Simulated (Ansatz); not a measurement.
## How much does C in Ru(0001), 2x2 scatter?

Wanted: the reflection from a plane of defects, C in Ru(0001), 2x2, and the resistivity it implies.

Calculated with Ansatz 0.2.0; Ansatz plane-wave DFT, PBE, PAW files; ballistic transport by layer matching (Landauer), zero bias; PAW set soft_1, in the first sound run; inputs show where later runs differ.

## Step 1: The structure

The cell holds 65 atoms: 64 Ru and 1 C. Cell: a = 5.412 Å, b = 5.412 Å, c = 34.255 Å, α = 90.0°, β = 90.0°, γ = 120.0°. It derives from Ru. Regions: lead, 40 atoms (40 Ru); scattering region, 25 atoms (24 Ru and 1 C). The structure is stacked along c, and the current runs across the ab planes.

## Step 2: Transmission at ideal sites

The defect sits in one plane of the supercell, all atoms on ideal sites; the layers about the cell's end are the lead. The mesh across the current, 12×12, is finer than the density's, because channels open and close sharply across the zone. Energies from -0.1 to 0.1 eV in steps of 0.05 eV are too few for the program's thermal sum, so it prints no conductance; for a metal the transmission near the Fermi level serves, at a fraction of the cost.

input.yaml reads:

```yaml
crystal:
  lattice:
    - [5.4116, 0.0, 0.0]
    - [-2.7058, 4.6865830751, 0.0]
    - [0.0, 0.0, 34.2552]
  atoms:
    - { symbol: Ru, position: [0.1666666667, 0.3333333333, 0.03125] }
    - { symbol: Ru, position: [0.1666666667, 0.8333333333, 0.03125] }
    - { symbol: Ru, position: [0.6666666667, 0.3333333333, 0.03125] }
    - { symbol: Ru, position: [0.6666666667, 0.8333333333, 0.03125] }
    - { symbol: Ru, position: [0.3333333333, 0.1666666667, 0.09375] }
    - { symbol: Ru, position: [0.3333333333, 0.6666666667, 0.09375] }
    - { symbol: Ru, position: [0.8333333333, 0.1666666667, 0.09375] }
    - { symbol: Ru, position: [0.8333333333, 0.6666666667, 0.09375] }
    - { symbol: Ru, position: [0.1666666667, 0.3333333333, 0.15625] }
    - { symbol: Ru, position: [0.1666666667, 0.8333333333, 0.15625] }
    - { symbol: Ru, position: [0.6666666667, 0.3333333333, 0.15625] }
    - { symbol: Ru, position: [0.6666666667, 0.8333333333, 0.15625] }
    - { symbol: Ru, position: [0.3333333333, 0.1666666667, 0.21875] }
    - { symbol: Ru, position: [0.3333333333, 0.6666666667, 0.21875] }
    - { symbol: Ru, position: [0.8333333333, 0.1666666667, 0.21875] }
    - { symbol: Ru, position: [0.8333333333, 0.6666666667, 0.21875] }
    - { symbol: Ru, position: [0.1666666667, 0.3333333333, 0.28125] }
    - { symbol: Ru, position: [0.1666666667, 0.8333333333, 0.28125] }
    - { symbol: Ru, position: [0.6666666667, 0.3333333333, 0.28125] }
    - { symbol: Ru, position: [0.6666666667, 0.8333333333, 0.28125] }
    - { symbol: Ru, position: [0.3333333333, 0.1666666667, 0.34375] }
    - { symbol: Ru, position: [0.3333333333, 0.6666666667, 0.34375] }
    - { symbol: Ru, position: [0.8333333333, 0.1666666667, 0.34375] }
    - { symbol: Ru, position: [0.8333333333, 0.6666666667, 0.34375] }
    - { symbol: Ru, position: [0.1666666667, 0.3333333333, 0.40625] }
    - { symbol: Ru, position: [0.1666666667, 0.8333333333, 0.40625] }
    - { symbol: Ru, position: [0.6666666667, 0.3333333333, 0.40625] }
    - { symbol: Ru, position: [0.6666666667, 0.8333333333, 0.40625] }
    - { symbol: Ru, position: [0.3333333333, 0.1666666667, 0.46875] }
    - { symbol: Ru, position: [0.3333333333, 0.6666666667, 0.46875] }
    - { symbol: Ru, position: [0.8333333333, 0.1666666667, 0.46875] }
    - { symbol: Ru, position: [0.8333333333, 0.6666666667, 0.46875] }
    - { symbol: Ru, position: [0.1666666667, 0.3333333333, 0.53125] }
    - { symbol: Ru, position: [0.1666666667, 0.8333333333, 0.53125] }
    - { symbol: Ru, position: [0.6666666667, 0.3333333333, 0.53125] }
    - { symbol: Ru, position: [0.6666666667, 0.8333333333, 0.53125] }
    - { symbol: Ru, position: [0.3333333333, 0.1666666667, 0.59375] }
    - { symbol: Ru, position: [0.3333333333, 0.6666666667, 0.59375] }
    - { symbol: Ru, position: [0.8333333333, 0.1666666667, 0.59375] }
    - { symbol: Ru, position: [0.8333333333, 0.6666666667, 0.59375] }
    - { symbol: Ru, position: [0.1666666667, 0.3333333333, 0.65625] }
    - { symbol: Ru, position: [0.1666666667, 0.8333333333, 0.65625] }
    - { symbol: Ru, position: [0.6666666667, 0.3333333333, 0.65625] }
    - { symbol: Ru, position: [0.6666666667, 0.8333333333, 0.65625] }
    - { symbol: C, position: [0.0, 0.0, 0.5625] }
    - { symbol: Ru, position: [0.3333333333, 0.1666666667, 0.71875] }
    - { symbol: Ru, position: [0.3333333333, 0.6666666667, 0.71875] }
    - { symbol: Ru, position: [0.8333333333, 0.1666666667, 0.71875] }
    - { symbol: Ru, position: [0.8333333333, 0.6666666667, 0.71875] }
    - { symbol: Ru, position: [0.1666666667, 0.3333333333, 0.78125] }
    - { symbol: Ru, position: [0.1666666667, 0.8333333333, 0.78125] }
    - { symbol: Ru, position: [0.6666666667, 0.3333333333, 0.78125] }
    - { symbol: Ru, position: [0.6666666667, 0.8333333333, 0.78125] }
    - { symbol: Ru, position: [0.3333333333, 0.1666666667, 0.84375] }
    - { symbol: Ru, position: [0.3333333333, 0.6666666667, 0.84375] }
    - { symbol: Ru, position: [0.8333333333, 0.1666666667, 0.84375] }
    - { symbol: Ru, position: [0.8333333333, 0.6666666667, 0.84375] }
    - { symbol: Ru, position: [0.1666666667, 0.3333333333, 0.90625] }
    - { symbol: Ru, position: [0.1666666667, 0.8333333333, 0.90625] }
    - { symbol: Ru, position: [0.6666666667, 0.3333333333, 0.90625] }
    - { symbol: Ru, position: [0.6666666667, 0.8333333333, 0.90625] }
    - { symbol: Ru, position: [0.3333333333, 0.1666666667, 0.96875] }
    - { symbol: Ru, position: [0.3333333333, 0.6666666667, 0.96875] }
    - { symbol: Ru, position: [0.8333333333, 0.1666666667, 0.96875] }
    - { symbol: Ru, position: [0.8333333333, 0.6666666667, 0.96875] }
kpoints:
  mp_grid: { grid: [5, 5, 1] }
hamiltonian:
  xc: pbe
  pseudopotentials: { kind: paw, azcp: { folder: soft_1 } }
scf:
  occupations: { method: fermi_dirac, width: 0.1 }
output:
  transmission: { leads: [[0, 8]], kmesh: [12, 12], e_range: [-0.1, 0.1], de: 0.05 }
  write_potential: true
  write_density: true
  volumetric_format: npy
  elf: true
```

Launch:

```
> ansatz run input.yaml --threads 4 --pin off --max-ram 15360MiB --backend cpu --events-out ev --progress --plain --runs-dir out
```

Numbers of over 12 decimals in the logs are rounded to 6 here.

What it wrote:

```text
Engine: ansatz 0.2.0, aarch64-unknown-linux-gnu
Pseudopotentials: kind: paw
Pseudopotential: Ru, paw, valence charge 16, recommended cutoff 420 eV (normal), soft_1/Ru.paw.azcp
Pseudopotential: C, paw, valence charge 4, recommended cutoff 420 eV (normal), soft_1/C.paw.azcp
Functional definition: PBE
  parameter kappa = 0.804
  parameter beta = 0.066725
  exchange = pbe_x(kappa = kappa, mu = beta*pi^2/3)
  correlation = pbe_c(beta = beta)
Crystal: 65 atoms, lattice volume = 868.777 Å³
Basis set: ecut = 420 eV, 16909 PW (Γ)
Bands: 617, of which v1, the nominal top of the filled ones, is band 514 counted from 1 (513 counted from 0)
Symmetry: 12 space group operations
Space group: P-3m1 (ITA 164), of the structure as read, at distance tolerance 9.5e-5 Å
k-points: 5 of 25
Non-local potential: Ru, projectors of the file, l = 0: 3, l = 1: 2, l = 2: 2, l = 3: 1
Non-local potential: C, projectors of the file, l = 0: 2, l = 1: 2, l = 2: 1
PAW form: soft (Blöchl's): semilocal exchange-correlation on the pseudo side does not see the compensation charge
PAW one-centre angular grid: Ru, 590 points (default); XC on 64 Gauss nodes
PAW one-centre angular grid: C, 110 points (default); XC on 64 Gauss nodes
Initial density: superposition of atomic densities (chi_scale 0.1, normalization cell, long waves kept (reshape's long-wave potential 0.93 eV rms))
Initial wavefunctions: pseudopotential atomic-orbital guess
Functional: x = pbe(κ = 0.804, μ = 0.219515), c = pbe(β = 0.066725)
SCF iter   1: F=—  HF=-376550.568174 eV  |F-HF|=—  |Δ(HF+E_count)|=         —  Δρ=1.47e-1  dr2=6.87e3  ethr=3.10e-3  ⟨swp⟩=5.0  Hψ=9836  notcnv=0  defer=5
preconditioner: auto → Kerker (q_TF=auto, 2.806 Å⁻¹)  [metal: Δε(μ)=0.010 eV  Ē_g=5.492 eV  σ=0.100 eV  W_gap=0.03  n_scr=348 (ndim 8)  ℏωp=28.6 eV  f_vac=0.000  D(μ)=54.26/eV (n_scr^D=534)]
SCF iter   2: F=—  HF=-376506.299110 eV  |F-HF|=—  |Δ(HF+E_count)|=    4.43e1  Δρ=7.83e-2  dr2=3.26e3  ethr=3.10e-3  ⟨swp⟩=2.0  Hψ=5537  notcnv=0  defer=73
SCF iter   3: F=—  HF=-376487.850186 eV  |F-HF|=—  |Δ(HF+E_count)|=    1.84e1  Δρ=1.72e-2  dr2=3.86e1  ethr=3.10e-3  ⟨swp⟩=3.6  Hψ=7836  notcnv=0  defer=53
SCF iter   4: F=—  HF=-376486.938362 eV  |F-HF|=—  |Δ(HF+E_count)|=   9.12e-1  Δρ=5.78e-3  dr2=3.95e1  ethr=3.10e-3  ⟨swp⟩=2.0  Hψ=3860  notcnv=0  defer=56
SCF iter   5: F=—  HF=-376486.815964 eV  |F-HF|=—  |Δ(HF+E_count)|=   1.22e-1  Δρ=2.20e-3  dr2=2.42e-1  ethr=3.10e-3  ⟨swp⟩=1.0  Hψ=3029  notcnv=0  defer=56
SCF iter   6: F=—  HF=-376486.814171 eV  |F-HF|=—  |Δ(HF+E_count)|=   1.79e-3  Δρ=4.17e-4  dr2=1.77e-2  ethr=2.36e-5  ⟨swp⟩=1.6  Hψ=3464  notcnv=0  defer=50
SCF iter   7: F=—  HF=-376486.813963 eV  |F-HF|=—  |Δ(HF+E_count)|=   2.08e-4  Δρ=1.20e-4  dr2=9.03e-4  ethr=1.72e-6  ⟨swp⟩=1.2  Hψ=3038  notcnv=0  defer=50
SCF iter   8: F=—  HF=-376486.813910 eV  |F-HF|=—  |Δ(HF+E_count)|=   5.23e-5  Δρ=2.92e-5  dr2=7.67e-5  ethr=8.79e-8  ⟨swp⟩=1.4  Hψ=3038  notcnv=0  defer=50
SCF iter   9: F=—  HF=-376486.815951 eV  |F-HF|=—  |Δ(HF+E_count)|=   2.04e-3  Δρ=7.72e-6  dr2=4.26e-6  ethr=7.46e-9  ⟨swp⟩=1.8  Hψ=3061  notcnv=0  defer=50
SCF iter  10: F=—  HF=-376486.815951 eV  |F-HF|=—  |Δ(HF+E_count)|=   9.08e-8  Δρ=1.95e-6  dr2=9.42e-7  ethr=4.15e-10  ⟨swp⟩=1.8  Hψ=3135  notcnv=0  defer=50
SCF iter  11: F=-376486.815951 eV  HF=-376486.815951 eV  |F-HF|=2.68e-8  |Δ(HF+E_count)|=   2.62e-9  Δρ=4.46e-7  dr2=2.77e-8  ethr=9.73e-12  ⟨swp⟩=8.0  Hψ=8101  notcnv=0
SCF 1 converged in 11 iterations: F = -376486.815951 eV  dr2 = 2.77e-8
  greatest PAW one-centre occupation: 1.000 electrons in one spin orbital (limit 2), on the Ru atom at site 36 (counted from 0), in its partial waves of l = 0
transmission: 120 of 1197 steps passed
transmission: 240 of 1197 steps passed
[...]
transmission: 1197 of 1197 steps passed
SCF converged after 11 iterations
Free energy (F): -376486.815951 eV
Harris-Foulkes:  -376486.815951 eV  (|F-HF|=2.68e-8)
Internal energy: -376484.703720 eV  (E = F + TS)
E sigma→0 (E₀):  -376485.759836 eV
Entropy (-TS):   -2.112230 eV (-32.496 meV/atom)
Fermi energy:    23.502065 eV
--- Per-component energies (eV) ---
  E_band       = -3437.998284
  E_kinetic    = 29590.036471
  E_local      = -81434.644528  (includes V_loc(G=0)·N_el)
  E_nonlocal   = 26428.438085
  E_hartree    = 27070.774527
  E_xc         = -10947.106188
  E_vxc        = -13844.121669  (∫ρ·V_xc dr)
  E_paw        = -224200.339705  (= ΣΔE_a)
  E_vpaw       = -18319.290676  (= ΣTr[D̂ρ^β])
  E_aug_tail   = 0.039846  (compensation charges beyond the density's cutoff)
  E_ewald      = -142991.902229
  E_smearing   = -2.112230  (= −TS)
  E_closure    = -0.000000  (closes the sum)
  Σ components = -376486.815951   (vs F -376486.815951, Δ=0.00e0)
--- Band table (eV; the first three rows and the last of 5) ---
  k-point 0: bands = [... 510 lower, 24.2055, 24.2065, 24.2284, 24.2284, 24.2652, 24.2652, 24.3793, 24.3793, ... 99 higher]
  k-point 1: bands = [... 510 lower, 23.8847, 23.8859, 23.9595, 23.9746, 23.9771, 23.9898, 23.9935, 23.9998, ... 99 higher]
  k-point 2: bands = [... 510 lower, 23.2575, 23.2773, 23.2875, 23.3088, 23.3690, 23.4145, 23.4430, 23.4798, ... 99 higher]
  k-point 4: bands = [... 510 lower, 23.0947, 23.1237, 23.1379, 23.3181, 23.3786, 23.4260, 23.4554, 23.4579, ... 99 higher]
--- Transmission ---
  basis      : 223 plane waves across, 63 finite elements along
  points     : 19, standing for a mesh of 12 x 12
  energies   : 5 from -0.100000 to 0.100000 eV about the Fermi level, 0.050000 eV apart; the leads are filled to 0.000000 eV, and channels, transmission and decay are at 0.000000 eV
  crystal 0  : Ru8, at the sites [0, 8], period 4.2819 Å, over 34.26 Å; its Hamiltonian steps by up to 2.7 meV
    offset         : up to 0.0000 Å between an atom of the period and one for which it stands
    channels       : 5.930556e0 a spin
    conductance    : none, the energies end too early or step too widely for 300 K: set another output.transmission.e_range or a lower de, or, where they end at an eighth of basis.ecutwfc, a higher one
  junction   : crystal 0 to crystal 0, 2.84 to 32.81 Å
    transmission   : 4.642055e0 a spin
    conductance    : none, the energies end too early or step too widely for 300 K: set another output.transmission.e_range or a lower de, or, where they end at an eighth of basis.ecutwfc, a higher one
```

The job ended after 5.5 min (4 threads of Arm Neoverse V1, shared host; peak memory 8.6 GiB; 19 min of CPU time).

Reading the cycles: dr2 is the Hartree energy of the density residual (eV), the measure of convergence; HF is the Harris–Foulkes estimate of the energy, which meets the free energy F at convergence.

This step gave:

```
free energy                                    : -376486.8160 eV
energy at zero smearing                        : -376485.7598 eV
Fermi energy                                   : 23.50 eV
cell area                                      : 25.36 Å²
transmission per spin nearest the Fermi level  : 4.642
open channels per spin nearest the Fermi level : 5.931
step of the lead's potential                   : 2.7 meV
```

Per spin. Table of transmission, zone mean by energy, zero at the Fermi level:

```
energy (eV)  transmission, zone mean
    -0.1000                     4.39
    -0.0500                     4.59
     0.0000                     4.64
     0.0500                     4.65
     0.1000                     4.46
```

Per spin. Open channels, zone mean, lead against energy, zero at the Fermi level:

```
energy (eV)  open channels, zone mean, lead
    -0.1000                            5.64
    -0.0500                            6.01
     0.0000                            5.93
     0.0500                            5.81
     0.1000                            5.18
```

Transmission over k1 and k2. At 0.0000 eV from the Fermi level.

Values, 12 rows by 12 columns:
```
 4.8  4.3  3.4  2.9  2.9  3.4  4.3  4.8  4.8  3.4  3.4  4.8
 3.5  3.4  4.5  4.6  4.6  4.6  4.5  3.4  3.5  3.4  2.3  3.4
 2.8  2.9  4.6  5.6  5.5  5.5  5.6  4.6  2.9  2.8  3.4  3.4
 3.5  2.9  4.6  5.5  5.9  7.7  5.9  5.5  4.6  2.9  3.5  4.8
 4.8  3.4  4.6  5.5  7.7  9.9  9.9  7.7  5.5  4.6  3.4  4.8
 5.1  4.3  4.5  5.6  5.9  9.9 10.3  9.9  5.9  5.6  4.5  4.3
 4.8  4.8  3.4  4.6  5.5  7.7  9.9  9.9  7.7  5.5  4.6  3.4
 3.5  4.8  3.5  2.9  4.6  5.5  5.9  7.7  5.9  5.5  4.6  2.9
 2.8  3.4  3.4  2.8  2.9  4.6  5.6  5.5  5.5  5.6  4.6  2.9
 3.5  3.4  2.3  3.4  3.5  3.4  4.5  4.6  4.6  4.6  4.5  3.4
 4.8  4.8  3.4  3.4  4.8  4.8  4.3  3.4  2.9  2.9  3.4  4.3
 5.1  4.8  3.5  2.8  3.5  4.8  5.1  4.8  3.5  2.8  3.5  4.8
```
Columns: k1 (b1) from -0.5 to 0.417; rows upwards: k2 (b2) from -0.5 to 0.417.

Open channels over k1 and k2. At 0.0000 eV from the Fermi level.

Ten even steps from '_' (3.0) to '@' (12.0):
```
--==::....::==--==::::==
..::::::::::::::..::..::
__..::========::..__::::
....::====%%====::....==
--::::==%%@@@@%%==::::--
--==::====@@@@@@====::==
----::::==%%@@@@%%==::::
..==....::====%%====::..
__::::__..::========::..
..::..::..::::::::::::::
--==::::==--==::....::==
----..__..------..__..--
```
Columns: k1 (b1) from -0.5 to 0.417; rows upwards: k2 (b2) from -0.5 to 0.417.

Electrostatic potential energy in the ca plane at fractional y = 0.167, with atoms of Ru within 0.2 Å of it. With pseudopotentials it is smooth inside the atoms' cores, unlike the true potential.

Ten even steps from '0' (-71 eV) to '9' (24 eV), each cell a mean:
```
98534799999997435899999986346999999985347999
96101599999984002699999972003899999961015999
96100599999984001699999972003899999961004899
98424799999997325899999995336999999984247999
99888999878999888999778999889998779998889998
99999999767999999998668999999997668999999997
99989999878999889999778999889998779999889998
98534799999997435899999996346999999985347999
96101599999984002699999983003899999961015999
96100599999984001699999972003899999961004899
98424799999997325899999985336999999984247999
99888999878999888999778998889998779998889998
99999999767999999998667899999997668999999997
99989999878999889999778999889998779999889998
```
Columns run along c (16.0 Å, from fractional 0.31 to 0.78 of the cell; values clipped at the 3rd and 97th percentile), rows up along a (5.4 Å). Atoms in or near the plane, at fractional coordinates: Ru at (0.34, 0.33), Ru at (0.34, 0.83), Ru at (0.47, 0.33), Ru at (0.47, 0.83), Ru at (0.59, 0.33), Ru at (0.59, 0.83), Ru at (0.72, 0.33), Ru at (0.72, 0.83).

ELF in the ca plane at fractional y = 0.167, with atoms of Ru within 0.2 Å of it. It is the smooth field of the valence electrons, not physical close to the nuclei.

Ten even steps from '0' (0.22) to '9' (0.60), each cell a mean:
```
12687311000113786111000224785110001126873110
05989602212217989402100018998212112149896122
05989702212217989402111029898212112049897122
12798311001114897211001116995121001127984110
11122010232010221111331011220101331111320102
02111200453011111101552012211102541011111103
11121010242010121110331011210101430111210102
12687311000113786111000115884120001126873110
05989602212217989402111129998212112149896122
05989702212217989402100029888212112159896122
12798311001114897211000215895111001127984110
10122010232010221011322562121101331111320102
02111200463011111101444796111102541011111103
11121010242010121111322673111101430111210102
```
Columns run along c (16.0 Å, from fractional 0.31 to 0.78 of the cell), rows up along a (5.4 Å). Atoms in or near the plane, at fractional coordinates: Ru at (0.34, 0.33), Ru at (0.34, 0.83), Ru at (0.47, 0.33), Ru at (0.47, 0.83), Ru at (0.59, 0.33), Ru at (0.59, 0.83), Ru at (0.72, 0.33), Ru at (0.72, 0.83).

Valence density in the ca plane at fractional y = 0.167, with atoms of Ru within 0.2 Å of it. It is the smooth field of the valence electrons, not physical close to the nuclei.

Ten even steps from '0' (0 e/Å³) to '9' (11 e/Å³), each cell a mean:
```
00232000000000232000000001331000000002320000
01697200000002795100000004883000000015972000
01697200000003895100000004984000000016972000
00243000000001342000000001441000000002431000
00000000000000000000000000000000000000000000
00000000110000000000110000000000110000000001
00000000000000000000000000000000000000000000
00232000000000232000000001331000000002320000
01697200000002795100000004883000000015972000
01697200000003895100000004984000000016972000
00243000000001342000000002441000000002431000
00000000000000000000000000000000000000000000
00000000110000000000111000000000110000000001
00000000000000000000000000000000000000000000
```
Columns run along c (16.0 Å, from fractional 0.31 to 0.78 of the cell), rows up along a (5.4 Å). Atoms in or near the plane, at fractional coordinates: Ru at (0.34, 0.33), Ru at (0.34, 0.83), Ru at (0.47, 0.33), Ru at (0.47, 0.83), Ru at (0.59, 0.33), Ru at (0.59, 0.83), Ru at (0.72, 0.33), Ru at (0.72, 0.83).

Over the solved energies the transmission per spin lies between 4.39 and 4.65, out of 5.71 channels of the lead on average (up to 6.01).

## Step 3: Resistance at ideal sites

This step: Ansatz plane-wave DFT, PBE, PAW files; ballistic transport by layer matching (Landauer), zero bias; area resistance of the defect plane and resistivity an atomic per cent; PAW set soft_1 (Ansatz 0.2.0).

This step gave:

- area resistance: 0.1544 fΩ m²
- T over the leads' mean channel count: 0.7818
- resistivity per at.% scaled from this dense plane, with the factor 3/4 for isotropic scattering: 2.163 µΩ cm

Averaged over the energies near the Fermi level, 78.2 % of the channels pass, which makes 0.154 fΩ m².

By hand, with T and the leads' channels N averaged over the energies near the Fermi level: RA = A (h/2e²)(1/T − 1/N) = 25.36×10⁻²⁰ m² × 12 906 Ω × (1/4.626 − 1/5.917) = 0.154 fΩ m². Per atomic per cent: RA × A / V_atom × 0.01 × 3/4 = 2.16 µΩ cm, with the host's V_atom = 13.57 Å³.

[end of part 1 of 3]

[Logs are printed without paths, hosts, clocks, repeated set-up lines and the standing remarks that a program may print on its own settings, such as how far it seeks lower states.]

[Hosts, paths, dates, database ids (printed as entryN), source tags and the programs' standing remarks are cut or masked in the printed files.]
